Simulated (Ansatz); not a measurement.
# A trial form of GaAs

The calculation used DFT PBE, scalar-relativistic, plane waves, PAW (Ansatz 0.2.0). Cutoff 420 eV, Gaussian smearing, Γ-centred meshes. Cell and atoms relax first on a coarse mesh and then on a finer one. In between, the cell is made exact in the group found at 0.06 Å. In metals the finer mesh still leaves noise of several meV/atom or more. The steps can't lower the symmetry of their start. No spin polarisation.

The guess for GaAs was made by a generator: random cell by space group and Wyckoff sites (P6mm, No. 183). Lengths were set from tabulated atomic sizes, so they are only a guess.

```cif
data_structure
_symmetry_space_group_name_H-M 'P6mm'
_symmetry_Int_Tables_number 183
_cell_length_a 4.3007
_cell_length_b 4.3007
_cell_length_c 2.9408
_cell_angle_alpha 90.000
_cell_angle_beta 90.000
_cell_angle_gamma 120.000
_cell_volume 47.11
loop_
_atom_site_label
_atom_site_type_symbol
_atom_site_symmetry_multiplicity
_atom_site_Wyckoff_symbol
_atom_site_fract_x
_atom_site_fract_y
_atom_site_fract_z
_atom_site_occupancy
Ga1 Ga 1 a 0.00000 0.00000 0.87695 1
As1 As 1 a 0.00000 0.00000 0.38365 1
```

The zero of energy is the elements' standard structures at the same level; no fitted shifts are applied.

Question: Describe the relaxed structure.

Answer: The symmetry goes from P6mm (No. 183) to P6/mmm (No. 191). The volume per atom shrinks by 18.5 %, from 23.6 to 19.2 Å³. The shortest distance goes from 1.45 Å (Ga–As) to 2.71 Å (Ga–As). The energy falls by about 15.4 eV/atom (the start's value is from the coarse mesh). The end is written in a standard setting, so origin, axes and order of atoms can differ from the start's. Conventional cell: a = 2.859 Å, c = 5.419 Å. Ga has 2 As at 2.71 Å and 6 Ga at 2.86 Å; As has 2 Ga at 2.71 Å and 6 As at 2.86 Å.

```
CELL_PARAMETERS angstrom
2.85944 0.00000 0.00000
-1.42972 2.47635 0.00000
0.00000 0.00000 5.41905
ATOMIC_POSITIONS crystal
Ga 0.00000 0.00000 0.50000
As 0.00000 0.00000 0.00000
```

Question: How does it come out in energy, and is it a metal?

Answer: The formation energy is +0.09 eV/atom. The gap on the 24×24×10 mesh of the 2-atom cell is 0 eV (a metal).

The separate elements lie lower, so it is unstable against them.

The last run used Gaussian smearing of 0.10 eV. The reference form of As is held partly by dispersion forces, which this level lacks. A structure relaxed within its symmetry needn't be a true minimum. Another cell of GaAs relaxed alike, in F-43m (a cell as deposited in COD), lies 0.45 eV/atom lower, so this cell isn't the stable form at this level.
